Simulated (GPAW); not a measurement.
Wanted: an ASE script for a GPAW 26.7.0 run.

| Property | Result |
| --- | --- |
| Task | relaxation of cell and atoms |
| Functional | PBEsol |
| Potentials or basis | PAW data sets generated in the run's folder for this functional |
| Cutoff | 600 eV |
| Basis | pw |
| k mesh | 9 × 9 × 9 |
| Occupations | fermi-dirac, width 0.05 eV |
| Spin | no spin polarisation |
| Target pressure | 10 GPa |
| Maxiter | 150 |
| Optimizer | BFGS |
| Fmax | 0.02 eV/Å |
| Max steps | 60 |
| Target pressure | 10 GPa |
| Convergence | density=1e-05 forces=0.0001 |

Crystal: ZrS.

```
CELL_PARAMETERS angstrom
0.00000 2.62500 2.62500
2.62500 0.00000 2.62500
2.62500 2.62500 0.00000
ATOMIC_POSITIONS crystal
Zr 0.00000 0.00000 0.00000
S 0.50000 0.50000 0.50000
```

The input as run:

run.py

```python
from ase import Atoms
from ase.filters import FrechetCellFilter
from ase.io import write
from ase.optimize import BFGS
from ase.units import GPa
from gpaw import GPAW, PW, setup_paths

setup_paths.insert(0, '.')

atoms = Atoms(['Zr', 'S'],
              cell=[[0.0, 2.625, 2.625],
                    [2.625, 0.0, 2.625],
                    [2.625, 2.625, 0.0]],
              scaled_positions=[[0.0, 0.0, 0.0],
                                [0.5, 0.5, 0.5]],
              pbc=True)

calc = GPAW(mode=PW(600),
            xc='PBEsol',
            kpts={'size': (9, 9, 9), 'gamma': True},
            occupations={'name': 'fermi-dirac', 'width': 0.05},
            nbands=19,
            convergence={'density': 1e-05, 'forces': 0.0001},
            maxiter=150,
            txt='gpaw.txt')
atoms.calc = calc
opt = BFGS(FrechetCellFilter(atoms, scalar_pressure=10 * GPa), trajectory='relax.traj', logfile='-')
done = opt.run(fmax=0.02, steps=60)
calc.write('gs.gpw')
write('result.traj', atoms)
print('Converged:', done)
print('Cell:', atoms.cell.cellpar().round(4))
print('Volume:', round(atoms.get_volume(), 4))
print(atoms.get_scaled_positions().round(5))
```

Potentials or basis: PAW data sets generated in the run's folder for this functional, pw.

Run with:

```bash
$ gpaw-setup -f PBEsol S Zr
$ OMP_NUM_THREADS=1 python run.py
```

Results of the run:

- Relaxed volume: 16.19 Å³/atom
- Relaxed cell: a = 3.578 Å, b = 3.578 Å, c = 3.578 Å, α = 60.00°, β = 60.00°, γ = 60.00°
- Space group after relaxing (to 0.05 Å): Fm-3m (No. 225)
- Energy change on relaxing (the enthalpy is what falls): +8.1 meV/atom
- Ionic steps: 4
- Pressure after relaxing: 9.9 GPa
- Band gap on the k mesh: none (metal or under the smearing width)

Caveat: later steps reuse the first step's grids.

Run time: 61 s on 1 thread of Arm Neoverse V2, on a shared host, peak memory 0.2 GiB.
